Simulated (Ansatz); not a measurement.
**Every step of a relaxation of Ag (sc type)**

DFT, PBE, PAW with Ansatz's default frozen-core files, scalar-relativistic (Ansatz 0.2.0); a Γ-centred 17×17×17 k mesh, Fermi–Dirac smearing of 0.1 eV, no spin polarisation. The run relaxes cell and atoms at a target pressure of 220 GPa.

Command: `ansatz run input.yaml --threads 1 --pin off --max-ram 3584MiB --backend cpu --events-out ev --progress --plain --runs-dir out` It took 13 s on 1 thread of Arm Neoverse V1 (shared host), peak memory 0.29 GiB.

```yaml
crystal:
  lattice:
    - [2.2088627353, 0.0, 0.0]
    - [0.0, 2.2088627353, 0.0]
    - [0.0, 0.0, 2.2088627353]
  atoms:
    - { symbol: Ag, position: [0.0, 0.0, 0.0] }
kpoints:
  mp_grid: { grid: [17, 17, 17] }
scf:
  occupations: { method: fermi_dirac, width: 0.1 }
hamiltonian:
  xc: pbe
  pseudopotentials: { kind: paw }
output:
  forces: true
  stress: true
  eigenvalues: true
  write_density: true
  write_potential: true
  elf: true
  volumetric_format: npy
relax:
  f_tol: 0.005
  max_steps: 40
  cell: { p_target: 220.0, stress_tol: 0.11 }
```

Each step lists its enthalpy F + pV a cell above the last geometry, the pressure, the cell vectors (Å), and Cartesian positions (Å) with forces (eV/Å).

The first step:

```
step 1  dH = 86.13 meV  P = 272.0 GPa
  cell 2.2089 0.0000 0.0000  0.0000 2.2089 0.0000  0.0000 0.0000 2.2089
  Ag 0.0000 0.0000 0.0000   0.0000 0.0000 0.0000
```

Q: Where does the relaxation end, and by which steps?

A: After 5 geometries, with conventional a, b, c = 2.246, 2.246, 2.246 Å, at 11.333 Å³/atom (+5.16 % against the start) in space group Pm-3m, with a shortest distance of 2.246 Å. The further steps:
```
step 2  dH = 123.64 meV  P = 167.8 GPa  (not accepted)
  cell 2.2928 0.0000 0.0000  0.0000 2.2928 0.0000  0.0000 0.0000 2.2928
  Ag 0.0000 0.0000 0.0000   0.0000 0.0000 0.0000
step 3  dH = 0.58 meV  P = 216.3 GPa
  cell 2.2492 0.0000 0.0000  0.0000 2.2492 0.0000  0.0000 0.0000 2.2492
  Ag 0.0000 0.0000 0.0000   0.0000 0.0000 0.0000
step 4  dH = 0.01 meV  P = 219.8 GPa
  cell 2.2464 0.0000 0.0000  0.0000 2.2464 0.0000  0.0000 0.0000 2.2464
  Ag 0.0000 0.0000 0.0000   0.0000 0.0000 0.0000
step 5  dH = 0.00 meV  P = 220.0 GPa
  cell 2.2462 0.0000 0.0000  0.0000 2.2462 0.0000  0.0000 0.0000 2.2462
  Ag 0.0000 0.0000 0.0000   0.0000 0.0000 0.0000
step 6  dH = -0.55 meV  P = 220.0 GPa  (same geometry on a basis chosen anew; earlier energies don't compare to the last digit)
  cell 2.2462 0.0000 0.0000  0.0000 2.2462 0.0000  0.0000 0.0000 2.2462
  Ag 0.0000 0.0000 0.0000   0.0000 0.0000 0.0000
```
